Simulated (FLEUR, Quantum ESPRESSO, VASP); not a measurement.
## Ni: 3 runs at one level of theory

```
Ni
1.0
     0.00000    1.73757    1.73757
     1.73757    0.00000    1.73757
     1.73757    1.73757    0.00000
Ni
1
Cartesian
  0.0000 0.0000 0.0000
```

Alike in all runs: task band structure; functional PBEsol; k mesh 13 × 13 × 13; occupations fermi-dirac, width 0.05 eV; collinear spin, ferromagnetic start; no spin-orbit coupling. Pressure is positive in compression and, in plane waves, holds the error of the finite cutoff.

```json
{"program and potentials": "Quantum ESPRESSO, PseudoDojo 0.4.1 SR PBEsol standard", "plane-wave cutoff (eV)": "1333", "notes": "18 valence electrons an atom on average", "pressure (GPa)": "-2.29", "net moment per atom (μB)": "0.63"}
{"program and potentials": "VASP, PBE PAW files Ni, 520 eV", "plane-wave cutoff (eV)": "520", "notes": "potentials made for PBE; 10 valence electrons an atom on average", "pressure (GPa)": "-2.42", "net moment per atom (μB)": "0.62"}
{"program and potentials": "FLEUR, all-electron, FLAPW", "plane-wave cutoff (eV)": "-", "notes": "-", "pressure (GPa)": "-", "net moment per atom (μB)": "0.63"}
```

The pressure spans -2.42 (VASP, PBE PAW files Ni, 520 eV) to -2.29 GPa (Quantum ESPRESSO, PseudoDojo 0.4.1 SR PBEsol standard). The net moment per atom spans 0.62 (VASP, PBE PAW files Ni, 520 eV) to 0.63 μB (Quantum ESPRESSO, PseudoDojo 0.4.1 SR PBEsol standard), with all-electron results at 0.63. The state is the one that the start led to, which needn't be the lowest.

Differences between rows come from potentials, basis sets and numerical settings, since the functional is the same but for its coding. Runs on potential files found faulty are left out.

The three runs agree on a ferromagnetic metal with a moment of 0.62 to 0.63 μB per atom, and treating the semicore electrons as valence or core barely matters. This robustness is what one expects of a strong ferromagnet. The majority d band is essentially full, so the moment counts the holes in the minority d band. It is non-integer because the broad sp band, hybridised with the d states, takes up part of the valence charge.

Both computed pressures are negative, which suggests that the cell is slightly stretched and would contract on relaxation. Since it is already smaller than the measured cell of nickel, the equilibrium volume would be too small, in line with the known tendency of PBEsol to overbind 3d metals. The moment would probably change little on such a contraction, as long as the majority d band stays full. For the same reason, the agreement in moment is no test of the exchange splitting, which semilocal functionals are known to overestimate in nickel.
